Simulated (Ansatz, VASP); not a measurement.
MoS2 in VASP and in Ansatz

INCAR

```
SYSTEM = MoS2
PREC = Accurate ; ENCUT = 520
EDIFF = 1E-6 ; ISMEAR = -1
SIGMA = 0.05 ; LREAL = .FALSE.
LASPH = .TRUE. ; NELM = 80
ALGO = Normal ; ISIF = 2
LWAVE = .FALSE. ; LCHARG = .FALSE.
GGA = PS ; NBANDS = 20
```

The input KPOINTS:

```
Automatic mesh
0
G
  8 8 4
  0 0 0
```

The input POSCAR:

```
MoS2
1.0
    3.2274645616      0.0000000000      0.0000000000
   -1.6137322808      2.7950663001      0.0000000000
    0.0000000000      0.0000000000      6.1862239516
Mo S
1 2
Direct
    0.0000000000      0.0000000000      0.5000000000
    0.6666666667      0.3333333333      0.7446806800
    0.3333333333      0.6666666667      0.2553193200
```

File input.yaml:

```yaml
crystal:
  lattice:
    - [3.2274645616, 0.0, 0.0]
    - [-1.6137322808, 2.7950663001, 0.0]
    - [0.0, 0.0, 6.1862239516]
  atoms:
    - { symbol: Mo, position: [0.0, 0.0, 0.5] }
    - { symbol: S, position: [0.6666666667, 0.3333333333, 0.74468068] }
    - { symbol: S, position: [0.3333333333, 0.6666666667, 0.25531932] }
hamiltonian:
  xc: pbesol
  pseudopotentials: { kind: paw }
kpoints:
  mp_grid: { grid: [8, 8, 4] }
  band_path:
    path:
      - [[0.0, 0.0, 0.0], [0.5, 0.0, 0.0], [0.3333333333, 0.3333333333, 0.0], [0.0, 0.0, 0.0], [0.0, 0.0, 0.5], [0.5, 0.0, 0.5], [0.3333333333, 0.3333333333, 0.5], [0.0, 0.0, 0.5]]
      - [[0.5, 0.0, 0.5], [0.5, 0.0, 0.0]]
      - [[0.3333333333, 0.3333333333, 0.0], [0.3333333333, 0.3333333333, 0.5]]
    npoints: 14
scf:
  occupations: { method: fermi_dirac, width: 0.05 }
  n_extra_bands: 7
output:
  forces: true
  stress: true
  eigenvalues: true
  fatbands: false
```

Measurements of this composition are mostly on another form, of space group No. 194.

Alike in both runs: functional PBEsol; k mesh 8 × 8 × 4; occupations fermi-dirac, width 0.05 eV; no spin polarisation.

|  | VASP | Ansatz |
| --- | --- | --- |
| version | VASP 6.6.1 | Ansatz 0.2.0 |
| potentials or method | VASP PAW PBE potentials, release 64 (Mo_sv, S) | Ansatz PAW |
| plane-wave cutoff (eV) | 520 | 420 |
| valence electrons in the cell | 26 | 26 |
| task | single point | band structure |

|  | VASP | Ansatz | Ansatz less VASP |
| --- | --- | --- | --- |
| gap on the k mesh at the Fermi level (eV) | none | none | - |
| pressure (GPa) | -0.5 | -0.5 | 0.00 |
| largest component of the traceless stress (GPa) | 3.39 | 3.36 | -0.029 |
| rms of the force components (eV/Å) | 0.229 | 0.226 | -0.0031 |

Atom by atom the forces differ by 0.003 eV/Å (rms over components). A gap of «none» marks a metal or a gap that the smearing closes.

Caveats: this functional lacks dispersion, which binds the layers, so the pressure and a relaxed spacing across them are unreliable; the PAW data sets were made with another functional, which shifts forces and pressure a little (VASP); the PAW data sets come from PBE, with cores solved anew for the run's functional, which leaves a small shift of forces and pressure (Ansatz).
